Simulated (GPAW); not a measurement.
Runs of GPAW 26.7.0 on PbS (Galena). Symmetry: Fm-3m, No. 225, cubic system. The conventional cell has a = 5.931 Å, b = 5.931 Å, c = 5.931 Å, α = 90.00°, β = 90.00°, γ = 90.00°. Pb (site symmetry m-3m) has 6 S at 2.97 Å as nearest neighbours. Around S (site symmetry m-3m) lie 6 Pb at 2.97 Å. 

```tsv
task	level	potentials or basis	spin	cell	k mesh	eigensolver	band path	band points	spin axis theta (degrees)	spin axis phi (degrees)	gap on the mesh (eV)	pressure (GPa)	V0 of scaled cells (Å³/atom)	B0 (GPa)
band structure	OLYP	PAW data sets generated in the run's folder for this functional, pw	SOC, no magnetisation	as given	6 × 6 × 6	davidson	GXWKGLUWLK,UX	80	54.7	45	0.06	3.5	-	-
single point	PBEsol	PAW data sets generated in the run's folder for this functional, pw	off	atoms moved at random, drawn with an rms of 0.05 Å	8 × 8 × 8	-	-	-	-	-	0.20	-1.1	-	-
band structure	MS2	GPAW PAW data sets (gpaw-data 1.2.1), pw	SOC, no magnetisation	as given	6 × 6 × 6	-	GXWKGLUWLK,UX	100	90	45	0.20	0.2	-	-
equation of state	PBEsol	PAW data sets generated in the run's folder for this functional, pw	off	as given	8 × 8 × 8	-	-	-	-	-	-	-	25.60	59
single point	PBEsol	PAW data sets generated in the run's folder for this functional, pw	off	as given	8 × 8 × 8	-	-	-	-	-	0.20	-1.1	-	-
equation of state	SOGGA	PAW data sets generated in the run's folder for this functional, pw	off	as given	6 × 6 × 6	-	-	-	-	-	-	-	(a)	(b)
```

Alike in all rows: cutoff (eV) 600; smearing fermi-dirac 0.05 eV.

Task: Fill in the values left out.

Result: (a) 25.50; (b) 57.

Caveats: spin-orbit coupling was added after a scalar SCF, so levels and gaps hold it while energy, forces, pressure and moments don't (some runs); this program's spin-orbit splittings come out too wide for heavy elements (some runs); spin-orbit coupling is left out, which as a rule narrows the gap of such compounds by several tenths of an eV (some runs); the PAW data sets were made with another functional, which shifts forces and pressure a little (some runs).

A k mesh can miss the band edges, and rows without SOC leave out spin-orbit coupling on Pb.

Runs at the PBE level aren't shown here.
